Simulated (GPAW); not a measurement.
# GaN (F-43m) in GPAW: further runs

Aim: see how the results for GaN move with the level of theory and the settings. Levels: revPBE+D3, vdW-DF2, LDA, C09-vdW. Tasks: equation of state, band structure.

All numbers are computed with GPAW 26.7.0; they aren't measurements. Logs are shortened: lines on timing, memory, paths and dates and some standing lists are left out, and cuts for length are marked. The log counts tension as positive stress, the text compression.

**Measured values to compare with.**

A printed reference work, textbook reports, for a bulk crystal of GaN at 0 K: band gap 3.299 eV (direct).

The runs below are set against these values where they give the same quantity.

**1. Starting point**

It takes space group F-43m (No. 216, cubic). Conventional cell: a = 4.507 Å, b = 4.507 Å, c = 4.507 Å, α = 90.00°, β = 90.00°, γ = 90.00°. Ga (site symmetry -43m) is surrounded by 4 N at 1.95 Å. N (site symmetry -43m) is surrounded by 4 Ga at 1.95 Å.

The cell is a database's computed one.

**2. Equation of state, revPBE+D3**

run.py

```python
import spglib
from ase import Atoms
from ase.calculators.mixing import SumCalculator
from ase.eos import EquationOfState
from ase.io import Trajectory, read
from ase.units import GPa
from dftd3.ase import DFTD3
from gpaw import GPAW, PW

atoms = read('GaN.cif')
cell, positions, numbers = spglib.find_primitive(
    (atoms.cell[:], atoms.get_scaled_positions(), atoms.numbers), symprec=1e-4)
atoms = Atoms(numbers, cell=cell, scaled_positions=positions, pbc=True)

traj = Trajectory('eos.traj', 'w')
volumes, energies = [], []
for x in [0.94, 0.96, 0.98, 1.0, 1.02, 1.04, 1.06]:
    a = atoms.copy()
    a.set_cell(atoms.cell * x**(1 / 3), scale_atoms=True)
    calc = GPAW(mode=PW(800),
                xc='revPBE',
                kpts={'size': (10, 10, 10), 'gamma': True},
                occupations={'name': 'fermi-dirac', 'width': 0.05},
                nbands=11,
                convergence={'density': 1e-05, 'energy': 1e-05},
                maxiter=150,
                txt=f'eos-{x:.2f}.txt')
    a.calc = SumCalculator([calc, DFTD3(method='revpbe', damping='d3zero')])
    energies.append(a.get_potential_energy())
    volumes.append(a.get_volume())
    p = -a.get_stress()[:3].mean() / GPa
    calc.write(f'eos-{x:.2f}.gpw')
    traj.write(a)
    print(f'{x:.2f} {volumes[-1]:10.4f} A^3 {energies[-1]:14.6f} eV {p:9.3f} GPa', flush=True)

v0, e0, B = EquationOfState(volumes, energies, eos='birchmurnaghan').fit()
print(f'V0 = {v0:.4f} A^3, E0 = {e0:.6f} eV, B0 = {B / GPa:.2f} GPa')
```

GaN.cif

```cif
data_GaN
_cell_length_a 4.50700122
_cell_length_b 4.50700122
_cell_length_c 4.50700122
_cell_angle_alpha 90.00000000
_cell_angle_beta 90.00000000
_cell_angle_gamma 90.00000000
_space_group_name_H-M_alt 'F-43m'
_space_group_name_Hall 'F -4 2 3'
_space_group_IT_number 216
loop_
_space_group_symop_operation_xyz
'x,y,z'
'y,-x,-z'
'-x,-y,z'
'-y,x,-z'
'x,-y,-z'
'y,x,z'
'-x,y,-z'
'-y,-x,z'
'z,x,y'
'-z,y,-x'
'z,-x,-y'
'-z,-y,x'
'-z,x,-y'
'z,y,x'
'-z,-x,y'
'z,-y,-x'
'y,z,x'
'-x,-z,y'
'-y,z,-x'
'x,-z,-y'
'-y,-z,x'
'x,z,y'
'y,-z,-x'
'-x,z,-y'
'x,y+1/2,z+1/2'
'y,-x+1/2,-z+1/2'
'-x,-y+1/2,z+1/2'
'-y,x+1/2,-z+1/2'
'x,-y+1/2,-z+1/2'
'y,x+1/2,z+1/2'
'-x,y+1/2,-z+1/2'
'-y,-x+1/2,z+1/2'
'z,x+1/2,y+1/2'
'-z,y+1/2,-x+1/2'
'z,-x+1/2,-y+1/2'
'-z,-y+1/2,x+1/2'
'-z,x+1/2,-y+1/2'
'z,y+1/2,x+1/2'
'-z,-x+1/2,y+1/2'
'z,-y+1/2,-x+1/2'
'y,z+1/2,x+1/2'
'-x,-z+1/2,y+1/2'
'-y,z+1/2,-x+1/2'
'x,-z+1/2,-y+1/2'
'-y,-z+1/2,x+1/2'
'x,z+1/2,y+1/2'
'y,-z+1/2,-x+1/2'
'-x,z+1/2,-y+1/2'
'x+1/2,y,z+1/2'
'y+1/2,-x,-z+1/2'
'-x+1/2,-y,z+1/2'
'-y+1/2,x,-z+1/2'
'x+1/2,-y,-z+1/2'
'y+1/2,x,z+1/2'
'-x+1/2,y,-z+1/2'
'-y+1/2,-x,z+1/2'
'z+1/2,x,y+1/2'
'-z+1/2,y,-x+1/2'
'z+1/2,-x,-y+1/2'
'-z+1/2,-y,x+1/2'
'-z+1/2,x,-y+1/2'
'z+1/2,y,x+1/2'
'-z+1/2,-x,y+1/2'
'z+1/2,-y,-x+1/2'
'y+1/2,z,x+1/2'
'-x+1/2,-z,y+1/2'
'-y+1/2,z,-x+1/2'
'x+1/2,-z,-y+1/2'
'-y+1/2,-z,x+1/2'
'x+1/2,z,y+1/2'
'y+1/2,-z,-x+1/2'
'-x+1/2,z,-y+1/2'
'x+1/2,y+1/2,z'
'y+1/2,-x+1/2,-z'
'-x+1/2,-y+1/2,z'
'-y+1/2,x+1/2,-z'
'x+1/2,-y+1/2,-z'
'y+1/2,x+1/2,z'
'-x+1/2,y+1/2,-z'
'-y+1/2,-x+1/2,z'
'z+1/2,x+1/2,y'
'-z+1/2,y+1/2,-x'
'z+1/2,-x+1/2,-y'
'-z+1/2,-y+1/2,x'
'-z+1/2,x+1/2,-y'
'z+1/2,y+1/2,x'
'-z+1/2,-x+1/2,y'
'z+1/2,-y+1/2,-x'
'y+1/2,z+1/2,x'
'-x+1/2,-z+1/2,y'
'-y+1/2,z+1/2,-x'
'x+1/2,-z+1/2,-y'
'-y+1/2,-z+1/2,x'
'x+1/2,z+1/2,y'
'y+1/2,-z+1/2,-x'
'-x+1/2,z+1/2,-y'
loop_
_atom_site_label
_atom_site_type_symbol
_atom_site_symmetry_multiplicity
_atom_site_Wyckoff_symbol
_atom_site_fract_x
_atom_site_fract_y
_atom_site_fract_z
_atom_site_occupancy
Ga1 Ga 4 a 0.0000000000 0.0000000000 0.0000000000 1
N1 N 4 d 0.2500000000 0.2500000000 0.7500000000 1
```

Potentials or basis: the program's PAW data sets (release 1.2.1) made for this functional, pw.

On the command line:

```
$ OMP_NUM_THREADS=1 python run.py
```

The program printed:

```text
__  _  _
 | _ |_)|_||  |
 |__||  | ||/\| - 26.7.0

Input parameters:
  mode=PW(ecut=800.0),
  convergence={'density': 1e-05, 'energy': 1e-05},
  kpts=MonkhorstPack(size=(10, 10, 10), gamma=True),
  maxiter=150,
  nbands=11,
  occupations=Occupations(name='fermi-dirac', width=0.05),
  xc=XC(name='revPBE')

Diagonalizing LCAO Hamiltonian
Converting LCAO to pw mode

                  N

       Ga

Atoms  # Å, Bohr magnetons
|   | symbol |        x |        y |        z |    initial magnetic moments |
|---|--------|----------|----------|----------|-----------------------------|
| 0 |     Ga | 0.000000 | 0.000000 | 0.000000 | ( 0.0000,  0.0000,  0.0000) |
| 1 |      N | 3.334566 | 3.334566 | 3.334566 | ( 0.0000,  0.0000,  0.0000) |

Unit cell  # Å
| periodic |        x |        y |        z |  lengths |    angles |
|----------|----------|----------|----------|----------|-----------|
|      yes | 0.000000 | 2.223044 | 2.223044 | 3.143859 | 60.000000 |
|      yes | 2.223044 | 0.000000 | 2.223044 | 3.143859 | 60.000000 |
|      yes | 2.223044 | 2.223044 | 0.000000 | 3.143859 | 60.000000 |

Number of symmetries: 24
Symmetry operations  # r_c * U_cc + t_c -> r_c
|    | kind |            matrix            |
|----|------|------------------------------|
|  0 |  E   |  1, 0, 0,  0, 1, 0,  0, 0, 1 |
|  1 |  σ   |  1, 0, 0,  0, 0, 1,  0, 1, 0 |
|  2 |  σ   |  1, 0,-1,  0, 1,-1,  0, 0,-1 |
|  3 |  C3  |  1, 0,-1,  0, 0,-1,  0, 1,-1 |
|  4 |  C3  |  1,-1, 0,  0,-1, 1,  0,-1, 0 |
|  5 |  σ   |  1,-1, 0,  0,-1, 0,  0,-1, 1 |
|  6 |  σ   |  0, 1, 0,  1, 0, 0,  0, 0, 1 |
|  7 |  C3  |  0, 1, 0,  0, 0, 1,  1, 0, 0 |
|  8 |  C2  |  0, 1,-1,  1, 0,-1,  0, 0,-1 |
|  9 |  S4  |  0, 1,-1,  0, 0,-1,  1, 0,-1 |
| 10 |  C3  |  0, 0, 1,  1, 0, 0,  0, 1, 0 |
| 11 |  σ   |  0, 0, 1,  0, 1, 0,  1, 0, 0 |
| 12 |  S4  |  0, 0,-1,  1, 0,-1,  0, 1,-1 |
| 13 |  C3  |  0, 0,-1,  0, 1,-1,  1, 0,-1 |
| 14 |  S4  |  0,-1, 1,  1,-1, 0,  0,-1, 0 |
| 15 |  C2  |  0,-1, 1,  0,-1, 0,  1,-1, 0 |
| 16 |  C3  |  0,-1, 0,  1,-1, 0,  0,-1, 1 |
| 17 |  S4  |  0,-1, 0,  0,-1, 1,  1,-1, 0 |
| 18 |  S4  | -1, 1, 0, -1, 0, 1, -1, 0, 0 |
| 19 |  C3  | -1, 1, 0, -1, 0, 0, -1, 0, 1 |
| 20 |  C3  | -1, 0, 1, -1, 1, 0, -1, 0, 0 |
| 21 |  S4  | -1, 0, 1, -1, 0, 0, -1, 1, 0 |
| 22 |  σ   | -1, 0, 0, -1, 1, 0, -1, 0, 1 |
| 23 |  C2  | -1, 0, 0, -1, 0, 1, -1, 1, 0 |

BZ-sampling:
  Number of BZ points: 1000
  Number of IBZ points: 47

  Monkhorst-Pack size: [10, 10, 10]
  Monkhorst-Pack shift: [0.05, 0.05, 0.05]

K-points  # in reciprocal-cell coordinates
|     |                                coordinates |     weight |
|-----|--------------------------------------------|------------|
|   0 | (  0.00000000,   0.00000000,   0.00000000) | 0.00100000 |
|   1 | (  0.10000000,   0.10000000,   0.00000000) | 0.00600000 |
|   2 | (  0.10000000,   0.10000000,   0.10000000) | 0.00800000 |
|   3 | (  0.20000000,   0.10000000,   0.10000000) | 0.01200000 |
|   4 | (  0.20000000,   0.20000000,   0.00000000) | 0.00600000 |
|   5 | (  0.20000000,   0.20000000,   0.10000000) | 0.02400000 |
|   6 | (  0.20000000,   0.20000000,   0.20000000) | 0.00800000 |
|   7 | (  0.30000000,   0.20000000,   0.10000000) | 0.02400000 |
|   8 | (  0.30000000,   0.20000000,   0.20000000) | 0.02400000 |
|   9 | (  0.30000000,   0.30000000,   0.00000000) | 0.00600000 |
| ... |                                            |            |
|  46 | (  0.50000000,   0.50000000,   0.50000000) | 0.00400000 |

Plane wave coefficients: 1158
Cutoff: 800.0 eV

Spin-components: 1 (collinear spins)
Bands:           11
Projectors:      10
Spin-degeneracy: 2
Datatype:        complex128

Parallelization:
  kpt:    1
  domain: 1
  band:   1

Density:
  Valence electrons: 8.0
  Components: 1
  Grid points: [21 21 21]
  Charge: 0.0  # |e|

Potential:
  Grid points: [21 21 21]

species:
  Ga:
    name:    Gallium
    Z:       31.0
    valence: 3
    core:    28
    charge:  0.0  # [|e|]
    compensation charges:
      type: gauss
      rc: 0.37  # [Å]
      lmax: 2
    cutoffs:
      filter: 2.06  # [Å]
      core: 4.17  # [Å]
    projectors
    | kind |    occ | energy [eV] | rcut [Å] |
    |------|--------|-------------|----------|
    |   4s |  2.000 |      -8.879 |    1.164 |
    |   4p |  1.000 |      -2.530 |    1.164 |
    |    s |        |      18.332 |    1.164 |
    |    p |        |      24.682 |    1.164 |
    |    d |        |       0.000 |    1.164 |

    Using partial waves for Ga as LCAO basis

  N:
    name:    Nitrogen
    Z:       7.0
    valence: 5
    core:    2
    charge:  0.0  # [|e|]
    compensation charges:
      type: gauss
      rc: 0.18  # [Å]
      lmax: 2
    cutoffs:
      filter: 1.11  # [Å]
      core: 0.96  # [Å]
    projectors
    | kind |    occ | energy [eV] | rcut [Å] |
    |------|--------|-------------|----------|
    |   2s |  2.000 |     -18.619 |    0.603 |
    |   2p |  3.000 |      -7.035 |    0.529 |
    |    s |        |       8.592 |    0.603 |
    |    p |        |      20.177 |    0.529 |
    |    d |        |       0.000 |    0.577 |

    Using partial waves for N as LCAO basis

Reference energy: -54372.123966  # eV

eigensolver:
  PPCG
  Converge bands: occupied
  niter=2

density mixing:
  MSR1-Mixer
  Pratt-step length: 0.05
  Maximum mixing coefficient: 0.75
  Old densities: 10
  SVD Regularization: 0.005
  Good broyden scale: 1.0
  Trust region scale: 1.0
  Backstep threshold: 4.0
  History deletion threshold: 6.0
  Fourier metric: weight=20.0, sigma=0.015

occupation numbers:
  Fermi-Dirac:
    width: 0.0500  # eV

poisson solver:
  ecut: 6400.0  # eV

xc functional:
  name: revPBE with 2 nearest neighbor stencil

convergence criteria:
- Maximum integral of absolute [dens]ity change: 1e-05 electrons / valence electron
- Maximum [total energy] change in last 3 cyles: 1e-05 eV / valence electron
- Maximum integral of absolute [eigenst]ate change: 4e-08 eV^2 / valence electron
maximum number of iterations: 150

SCF iterations
|iter     | |      energy | eigst |  dens |
|---------|-|-------------|-------|-------|
|iter:   1| |  -13.095554 | -0.15 |       |
|iter:   2| |  -12.599507 | -2.01 | -0.57 |
|iter:   3| |  -11.236001 | -0.65 | -0.62 |
|iter:   4| |  -11.240887 | -3.11 | -1.31 |
|iter:   5| |  -11.244602 | -3.37 | -1.57 |
|iter:   6| |  -11.244642 | -5.40 | -2.83 |
|iter:   7| |  -11.244661c| -6.02 | -3.15 |
|iter:   8| |  -11.244661c| -8.08c| -4.30 |
|iter:   9| |  -11.244662c| -7.54c| -4.72 |
|iter:  10| |  -11.244662c| -8.83c| -5.76c|

Converged in 10 steps
Energy contributions relative to reference atoms: (reference = -54372.123966)

Energy contributions:
  Kinetic:          41.641060
  Coulomb:         -36.279519
  Zero:              0.153258
  External:          0.000000
  Xc:              -16.759461
  Entropy:          -0.000000
  Spinorbit:         0.000000
  ----------------------------
  Free energy:     -11.244662
  Extrapolated:    -11.244662

dipole moment: (-9.961304, -9.961304, -9.961304)  # |e|*Ang

Fermi level: 7.934
Eigenvalues  # (at kpt = [0.000, 0.000, 0.000])
| band index |      eig [eV] | occ [0-2] |
|------------|---------------|-----------|
|          0 |        -9.246 |     2.000 |
|          1 |         6.989 |     2.000 |
|          2 |         6.989 |     2.000 |
|          3 |         6.989 |     2.000 |
|          4 |         9.113 |     0.000 |
|          5 |        17.722 |     0.000 |
|          6 |        17.722 |     0.000 |
|          7 |        17.722 |     0.000 |
|          8 |        25.371 |     0.000 |
|          9 |        25.710 |     0.000 |
|         10 |        25.725 |     0.000 |

Gap: 2.124 eV
Transition (v -> c):
  (s=0, k=0, n=3, [0.00, 0.00, 0.00]) -> (s=0, k=0, n=4, [0.00, 0.00, 0.00])
No difference between direct/indirect transitions

Stress tensor  # eV/Ang^3
|         x |         y |         z |
|-----------|-----------|-----------|
| -0.166296 |  0.000000 |  0.000000 |
|  0.000000 | -0.166296 |  0.000000 |
|  0.000000 |  0.000000 | -0.166296 |

# Writing to eos-0.96.gpw (mode='')
```

Wall time 2.8 min (1 thread of Arm Neoverse N1, shared host); peak memory 0.25 GiB.

What came out:

```
Equilibrium volume                      : 11.97 Å³/atom
Bulk modulus                            : 189 GPa
Pressure derivative of the bulk modulus : 4.9 (rough: it moves with the points fitted)
```

Energy against volume, from the lowest point:
```
volume (Å³/atom)  energy (meV/atom)
          10.757              89.45
          10.986              56.39
          11.215              31.86
          11.444              14.80
          11.673               4.40
          11.902               0.00
          12.131               1.00
```

Caveat: the data sets keep Ga 3d, Li 1s and Be 1s frozen, and some such compounds lay over 1.5 % in volume off other programs.

(Part 1 of 3 ends here.)
